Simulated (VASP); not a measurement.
LiCl: single point with PBE

Crystal: LiCl.

```
Li Cl
1.0
     3.87543    0.00000    0.00000
    -1.93771    3.35622    0.00000
     0.00000    0.00000    6.08635
Li Cl
2 2
Direct
  0.66667 0.33333 0.91534
  0.33333 0.66667 0.41534
  0.66667 0.33333 0.45966
  0.33333 0.66667 0.95966
```

Measurements of this composition are mostly on another form, of space group No. 225.

The cell isn't the ideal one: strained and moved within the space group.

```json
{
 "Program": "VASP 6.6.1",
 "Task": "single point",
 "Functional": "PBE",
 "Potentials or basis": "VASP PAW PBE potentials, release 64 (Li_sv, Cl)",
 "Cutoff": "520 eV",
 "k mesh": "9 × 9 × 4",
 "Occupations": "gaussian, width 0.02 eV",
 "Spin": "no spin polarisation",
 "Dipole correction": "no",
 "Further INCAR settings": "ALGO = Fast; EDIFF = 1e-07; NBANDS = 18"
}
```

```yaml
Largest_force: 0.223 eV/Å
Band_gap_on_the_k_mesh: 5.79 eV, direct
```

Forces on the atoms (eV/Å):
```
Li   0.000  0.000 -0.223
Li   0.000  0.000 -0.223
Cl   0.000  0.000  0.223
Cl   0.000  0.000  0.223
```

Levels at points of the mesh, in eV from the valence-band top:
| k point | band 7 | band 8 | band 9 | band 10 | band 11 | band 12 | band 13 | band 14 |
| --- | --- | --- | --- | --- | --- | --- | --- | --- |
| (0.00, 0.00, 0.00) | -0.93 | -0.59 | -0.59 | 0.00 | 5.79 | 8.41 | 9.44 | 9.44 |
| (0.00, 0.00, 0.50) | -0.76 | -0.76 | -0.76 | -0.76 | 7.46 | 7.46 | 9.62 | 9.62 |

Wall time 42 s on 1 thread of Intel(R) Xeon(R) 6975P-C (Granite Rapids), on a shared host, peak memory 0.2 GiB.

Caveat: an odd mesh through Γ misses points on the zone boundary, where band edges often lie.
